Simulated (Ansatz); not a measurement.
# 4 guesses for Ga₂O₃ and where they end

All numbers below come from Ansatz, DFT PBE, scalar-relativistic, plane waves, PAW. Settings: cutoff 420 eV, Γ-centred meshes spaced at most about 0.3 Å⁻¹, and about 0.25 Å⁻¹ or finer for metals (2π included), Gaussian smearing. No spin polarisation in the final relaxations.

Each guess was relaxed in cell and atoms at zero pressure, within the symmetry of its start. All energies are static (0 K, no zero-point motion). Coordination counts O atoms around Ga (those within 1.25 times the shortest such distance or 1.15 times the sum of covalent radii; a plus sign parts nearer from farther groups; the shortest distance is added where it is long for a bond; a slash parts the counts of unlike sites).

| guess | made from | start group | V start (Å³/atom) | end group | V end (Å³/atom) | coordination at the end | gap on mesh (eV) | E over the lowest end (meV/atom) |
| --- | --- | --- | --- | --- | --- | --- | --- | --- |
| 1 | a cell as deposited in COD | R-3c | 9.6 | R-3c (corundum) | 10.1 | Ga 6 | 2.40 | 0 |
| 2 | random cell | P-6m2 | 12.3 | P-6m2 | 15.3 | Ga 1+3 | 0.71 | 178 |
| 3 | random cell | Pm-3m | 13.9 | Pm-3m | 11.2 | Ga 6/12 from 2.7 Å | 0 | 1045 |
| 4 | random cell | R-3m | 12.3 | ? | ? | ? | ? | ? |

Guess 4 as it starts:

```
Ga O
1.0
     2.43062    1.40332    2.99472
    -2.43062    1.40332    2.99472
     0.00000   -2.80663    2.99472
Ga O
2 3
Direct
  0.19219 0.19219 0.19219
  0.80781 0.80781 0.80781
  0.50000 0.50000 0.00000
  0.00000 0.50000 0.50000
  0.50000 0.00000 0.50000
```

Problem. Fill in the missing row: what does this guess relax into, and where does it rank?

Solution. It ends in space group R-3m (No. 166), with a = 6.079 Å, c = 12.338 Å, 26.3 Å³/atom and a gap of 2.01 eV. It lies 0.52 eV/atom over the lowest end, above guess 2 and below guess 3. Counting O atoms around Ga, this end has Ga 3 and the lowest (guess 1) has Ga 6.

```
Ga O
1.0
     3.03958    1.75490    4.11261
    -3.03958    1.75490    4.11261
     0.00000   -3.50980    4.11261
Ga O
2 3
Cartesian
  0.0000 0.0000 4.0832
  0.0000 0.0000 8.2546
  0.0000 1.7549 4.1126
  -1.5198 -0.8775 4.1126
  1.5198 -0.8775 4.1126
```

Formation energies are uncorrected and refer to the elements' standard structures at the same level (O₂ as a molecule).

Problem. Is the lowest end bound against the elements?

Solution. Yes: its formation energy is −1.792 eV/atom. Whether it is stable depends on the other phases of the system, which aren't compared here.

Weakly bound directions are ill-defined at this level, which has no dispersion term (P-6m2, R-3m), and this can change margins and order among such cells. Kohn–Sham gaps at this level usually fall short of measured ones. A magnetic state wasn't ruled out in cells without spin, among them P-6m2, R-3m, Pm-3m. With atoms moved at random, R-3c came back. Other cells relaxed within their symmetry can be saddle points. Some structure types and database cells were kept out of the candidates from the start, so a known form may be missing.
